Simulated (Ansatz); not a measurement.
**A strain series on LiH (zincblende): biaxial in x and y, z held**

LiH (zincblende), relaxed with r2SCAN in Ansatz 0.2.0, then strained (biaxial in x and y, z held; changes of length per length, axes as in the cell below) with the atoms relaxed again within the symmetry that is left. Space group F-43m (No. 216), cubic; a = 4.290 Å in the conventional setting, 9.87 Å³ an atom. Li has 4 H at 1.86 Å; H has 4 Li at 1.86 Å. No spin polarisation. The prototype was imposed, so other structures may be more stable.

```yaml
crystal:
  lattice:
    - [0.00000, 2.14512, 2.14512]
    - [2.14512, 0.00000, 2.14512]
    - [2.14512, 2.14512, 0.00000]
  atoms:
    - { symbol: Li, position: [0.00000, 0.00000, 0.00000] }
    - { symbol: H, position: [0.25000, 0.25000, 0.25000] }
```

Gaps are the least over each mesh (HSE06 8×8×8 when unstrained) and the special points, which keep their unstrained names; stress is the change from the unstrained cell, compression positive.

```tsv
strain (%)	gap, HSE06 (eV)	edges, HSE06	in-plane stress, r2SCAN (GPa)	energy rise, r2SCAN (meV/atom)
-2.28	5.275	W → L	–	–
-2.22	5.275	W → L	–	–
-0.65	5.254	W → L	–	–
0.0	5.245	W → L	0.00	0.0
+4.16	5.047	(0.302, -1/2, -0.198) → L	-2.14	5.7
```

Between zero and the nearest strains the slope of the HSE06 gap against strain is -0.013 eV per percent for negative and -0.048 for positive strain.

Where an edge lies off the special points, it is a point of the mesh or the k point where a search put PBE's edge or least direct gap, reused for the other functionals, whose own edges may lie a little apart.

Coordinates of k points refer to the reciprocal vectors of the primitive cell of the runs.

The meshes of the hybrids are coarse, so their gaps aren't converged to the digits shown.
